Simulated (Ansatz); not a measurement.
Ge2Sb2Te5: computed properties

Level of theory: DFT PBEsol, scalar-relativistic, plane waves, PAW in Ansatz 0.2.0.

Plane waves to 420 eV, a k mesh through Γ of 8×8×6 on the computed 9-atom cell and Gaussian smearing (0.01 eV); no spin polarisation.

The structure is relaxed at this level of theory with its symmetry kept. Whether it is the stable form of this composition wasn't checked.

Space group Cm (No. 8). a = 13.364 Å, b = 5.999 Å, c = 9.437 Å, α = 90.00°, β = 134.54°, γ = 90.00°
```
atom site symmetry x y z
  Ge    2a m  0.9883  0.5000  0.9824
  Ge    2a m  0.5849  0.5000  0.3663
  Sb    2a m  0.6839  0.0000  0.7947
  Sb    2a m  0.3129  0.0000  0.2069
  Te    2a m  0.3094  0.5000  0.2205
  Te    2a m  0.3974  0.0000  0.6105
  Te    2a m  0.0039  0.0000  0.0064
  Te    2a m  0.6101  0.0000  0.4073
  Te    2a m  0.7091  0.5000  0.8050
```

```
Space group                                                       : Cm (No. 8)
Volume per atom                                                   : 29.96 Å³
Formation energy from the elements' standard states (uncorrected) : -0.062 eV/atom
Kohn–Sham band gap                                                : none (metal)
Density of states at the Fermi level                              : 0.04 states/eV per cell (so small that it hangs on the mesh: a semimetal, or crossings between mesh points)
Löwdin character within 0.5 eV of the Fermi level                 : Te 5p 56 %, Sb 5p 19 %, Ge 4p 9 %
Bader charges (e)                                                 : Ge (1 in the cell) 0.38, Ge (1 in the cell) 0.36, Sb (1 in the cell) 0.51, Sb (1 in the cell) 0.51, Te (1 in the cell) -0.35, Te (1 in the cell) -0.40, Te (1 in the cell) -0.37, Te (1 in the cell) -0.34
```

Spin-orbit coupling is left out, which matters for the bands of heavy elements. The smearing is narrow for a metal on this mesh.

Cost: 1 run of about 18 core-minutes, on Intel Xeon Platinum 8488C (Sapphire Rapids) (shared hosts).